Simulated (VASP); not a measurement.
# ZnS (F-43m) in VASP: notebook, part 2 of 2

VASP 6.6.1.

## Step 3: Single point, PBE, spin-orbit coupling, no magnetisation

INCAR reads:

```
SYSTEM = ZnS
ALGO = Normal
EDIFF = 1E-7
ENCUT = 400
GGA = PE
GGA_COMPAT = .False.
ISIF = 2
ISMEAR = 0
LASPH = .True.
LCHARG = .False.
LORBIT = 11
LREAL = .False.
LSORBIT = .True.
LWAVE = .False.
MAGMOM = 0 0 0 0 0 0
NBANDS = 34
NELM = 100
PREC = Accurate
SIGMA = 0.02
```

KPOINTS reads:

```
k-points
0
Gamma
  5 5 5
  0 0 0
```

POSCAR reads:

```
ZnS
1.0
    0.0000000000      2.7020000000      2.7020000000
    2.7020000000      0.0000000000      2.7020000000
    2.7020000000      2.7020000000      0.0000000000
Zn S
1 1
Direct
    0.7500000000      0.7500000000      0.7500000000
    0.0000000000      0.0000000000      0.0000000000
```

Potentials or basis: VASP PAW PBE potentials, release 64 (Zn, S).

Launch:

```sh
$ cat potpaw_PBE.64/Zn/POTCAR potpaw_PBE.64/S/POTCAR > POTCAR
$ mpirun -np 1 vasp_ncl > vasp.out
```

OUTCAR:

```text
SYSTEM = ZnS
   EDIFF = 1E-7
   ENCUT = 400
   GGA = PE
   ISIF = 2
   ISMEAR = 0
   LASPH = .True.
   LORBIT = 11
   LREAL = .False.
   LSORBIT = .True.
   NELM = 100
   PREC = Accurate

 Found     14 irreducible k-points:

 Following reciprocal coordinates:
            Coordinates               Weight
  0.000000  0.000000  0.000000      1.000000
  0.200000  0.000000  0.000000      4.000000
 -0.200000  0.000000  0.000000      4.000000
  0.400000  0.000000  0.000000      4.000000
 -0.400000  0.000000  0.000000      4.000000
  0.200000  0.200000  0.000000      6.000000
   k-points           NKPTS =     14   k-points in BZ     NKDIM =     14   number of bands    NBANDS=     34
   number of dos      NEDOS =    301   number of ions     NIONS =      2
   total plane-waves  NPLWV =  21952
   dimension x,y,z NGX =    28 NGY =   28 NGZ =   28
   dimension x,y,z NGXF=    56 NGYF=   56 NGZF=   56
   ions per type =               1   1
   NGX,Y,Z   is equivalent  to a cutoff of  12.18, 12.18, 12.18 a.u.
   NGXF,Y,Z  is equivalent  to a cutoff of  24.36, 24.36, 24.36 a.u.
 SYSTEM =  ZnS
   PREC   = accura    normal or accurate (medium, high low for compatibility)
   ISTART =      0    job   : 0-new  1-cont  2-samecut
   ICHARG =      2    charge: 1-file 2-atom 10-const
   ISPIN  =      1    spin polarized calculation?
   LNONCOLLINEAR =      T non collinear calculations
   LSORBIT =      T    spin-orbit coupling
   LASPH  =      T    aspherical Exc in radial PAW
   ENCUT  =  400.0 eV  29.40 Ry    5.42 a.u.   6.23  6.23  6.23*2*pi/ulx,y,z
   NELM   =    100;   NELMIN=  2; NELMDL= -5     # of ELM steps
   EDIFF  = 0.1E-06   stopping-criterion for ELM
   LREAL  =      F    real-space projection
   EDIFFG = 0.1E-05   stopping-criterion for IOM
   NSW    =      0    number of steps for IOM
   IBRION =     -1    ionic relax: 0-MD 1-quasi-New 2-CG
   NFREE  =      0    steps in history (QN), initial steepest desc. (CG)
   ISIF   =      2    stress and relaxation
   ISYM   =      2    0-nonsym 1-usesym 2-fastsym
   POTIM  = 0.5000    time-step for ionic-motion
   TEBEG  =    0.0;   TEEND  =   0.0 temperature during run
   PSTRESS=    0.0 pullay stress
   NELECT =      18.0000    total number of electrons
   NUPDOWN=      -1.0000    fix difference up-down
   EMIN   =  10.00;   EMAX   =-10.00  energy-range for DOS
   EFERMI =   0.00;   METHOD = LEGACY
   ISMEAR =     0;   SIGMA  =   0.02  broadening in eV -4-tet -1-fermi 0-gaus
   EFERMI_NEDOS =   21; number of points for ismear=-14 and -15
[... 272 lines left out ...]

  FREE ENERGIE OF THE ION-ELECTRON SYSTEM (eV)
  ---------------------------------------------------
  free  energy   TOTEN  =        -6.8393576146 eV

  energy  without entropy=       -6.8393576146  energy(sigma->0) =       -6.83935761

 Spin-Orbit-Coupling matrix elements

 Ion:    1  E_soc:     -0.0083593
 l=   1
     0.0000000    -0.0004097    -0.0004097
    -0.0004097     0.0000000    -0.0004097
    -0.0004097    -0.0004097     0.0000000
 l=   2
     0.0000000    -0.0002009     0.0000000    -0.0002009    -0.0007826
    -0.0002009     0.0000000    -0.0005870    -0.0002009    -0.0001957
     0.0000000    -0.0005870     0.0000000    -0.0005870     0.0000000
    -0.0002009    -0.0002009    -0.0005870     0.0000000    -0.0001957
    -0.0007826    -0.0001957     0.0000000    -0.0001957     0.0000000
 l=   3
     0.0000000     0.0000000     0.0000000     0.0000000     0.0000000     0.0000000     0.0000000
     0.0000000     0.0000000     0.0000000     0.0000000     0.0000000     0.0000000     0.0000000
     0.0000000     0.0000000     0.0000000     0.0000000     0.0000000     0.0000000     0.0000000
     0.0000000     0.0000000     0.0000000     0.0000000     0.0000000     0.0000000     0.0000000
     0.0000000     0.0000000     0.0000000     0.0000000     0.0000000     0.0000000     0.0000000
     0.0000000     0.0000000     0.0000000     0.0000000     0.0000000     0.0000000     0.0000000
     0.0000000     0.0000000     0.0000000     0.0000000     0.0000000     0.0000000     0.0000000

 Ion:    2  E_soc:     -0.0017721
 l=   1
     0.0000000    -0.0002954    -0.0002954
    -0.0002954     0.0000000    -0.0002954
    -0.0002954    -0.0002954     0.0000000
 l=   2
     0.0000000     0.0000000     0.0000000     0.0000000     0.0000000
     0.0000000     0.0000000     0.0000000     0.0000000     0.0000000
     0.0000000     0.0000000     0.0000000     0.0000000     0.0000000
     0.0000000     0.0000000     0.0000000     0.0000000     0.0000000
     0.0000000     0.0000000     0.0000000     0.0000000     0.0000000
 l=   3
     0.0000000     0.0000000     0.0000000     0.0000000     0.0000000     0.0000000     0.0000000
     0.0000000     0.0000000     0.0000000     0.0000000     0.0000000     0.0000000     0.0000000
     0.0000000     0.0000000     0.0000000     0.0000000     0.0000000     0.0000000     0.0000000
     0.0000000     0.0000000     0.0000000     0.0000000     0.0000000     0.0000000     0.0000000
     0.0000000     0.0000000     0.0000000     0.0000000     0.0000000     0.0000000     0.0000000
     0.0000000     0.0000000     0.0000000     0.0000000     0.0000000     0.0000000     0.0000000
     0.0000000     0.0000000     0.0000000     0.0000000     0.0000000     0.0000000     0.0000000

 total charge

# of ion       s       p       d       tot
------------------------------------------
    1        0.518   0.477   9.799  10.794
    2        1.314   2.439   0.000   3.753
--------------------------------------------------
tot          1.832   2.916   9.799  14.547

 magnetization (x)

# of ion       s       p       d       tot
------------------------------------------
    1        0.000   0.000   0.000   0.000
    2        0.000   0.000   0.000   0.000
--------------------------------------------------
tot          0.000   0.000   0.000   0.000

 magnetization (y)

# of ion       s       p       d       tot
------------------------------------------
    1        0.000  -0.000   0.000  -0.000
    2        0.000   0.000   0.000   0.000
--------------------------------------------------
tot          0.000  -0.000   0.000  -0.000

 magnetization (z)

# of ion       s       p       d       tot
------------------------------------------
    1       -0.000  -0.000  -0.000  -0.000
    2        0.000  -0.000   0.000  -0.000
--------------------------------------------------
tot         -0.000  -0.000  -0.000  -0.000
```

OSZICAR:

```text
N       E                     dE             d eps       ncg     rms          rms(c)
DAV:   1     0.113815305789E+03    0.11382E+03   -0.67381E+03   952   0.106E+03
DAV:   2     0.524727527591E+01   -0.10857E+03   -0.10034E+03   968   0.268E+02
DAV:   3    -0.696758850860E+01   -0.12215E+02   -0.11969E+02  1112   0.872E+01
DAV:   4    -0.726803943646E+01   -0.30045E+00   -0.29977E+00  1088   0.140E+01
DAV:   5    -0.727113656358E+01   -0.30971E-02   -0.30961E-02  1140   0.140E+00    0.687E+00
DAV:   6    -0.685361823818E+01    0.41752E+00   -0.52839E-01  1440   0.285E+01    0.529E+00
DAV:   7    -0.683951544246E+01    0.14103E-01   -0.35747E-01  1122   0.451E+00    0.271E+00
DAV:   8    -0.683887778862E+01    0.63765E-03   -0.61728E-03  1030   0.577E-01    0.923E-01
DAV:   9    -0.683919205696E+01   -0.31427E-03   -0.11164E-03  1022   0.280E-01    0.214E-01
DAV:  10    -0.683924572627E+01   -0.53669E-04   -0.12288E-04  1096   0.946E-02    0.105E-01
DAV:  11    -0.683935776212E+01   -0.11204E-03   -0.10114E-04   992   0.152E-01    0.104E-01
DAV:  12    -0.683935662156E+01    0.11406E-05   -0.32594E-05  1150   0.110E-01    0.109E-02
DAV:  13    -0.683935750244E+01   -0.88088E-06   -0.34526E-06  1010   0.159E-02    0.354E-03
DAV:  14    -0.683935761711E+01   -0.11467E-06   -0.39893E-07  1084   0.111E-02    0.280E-03
DAV:  15    -0.683935761459E+01    0.25273E-08   -0.50906E-08   838   0.202E-03
   1 F= -.68393576E+01 E0= -.68393576E+01  d E =-.919456E-18  mag=     0.0000    -0.0000     0.0000
```

It took 18 s on 1 thread of AMD EPYC 9R45 (Zen 5), shared host; peak memory 0.21 GiB.

These settings aren't checked as converged: the numbers below hold their error.

What came out:

```yaml
Free_energy: -6.8394 eV
Pressure: 1.6 GPa
Valence_electrons_inside_the_program's_atomic_spheres: Zn 10.79; S 3.75
```

Caveat: the k mesh is coarse (spacing up to 0.40 Å⁻¹), so the values aren't converged.
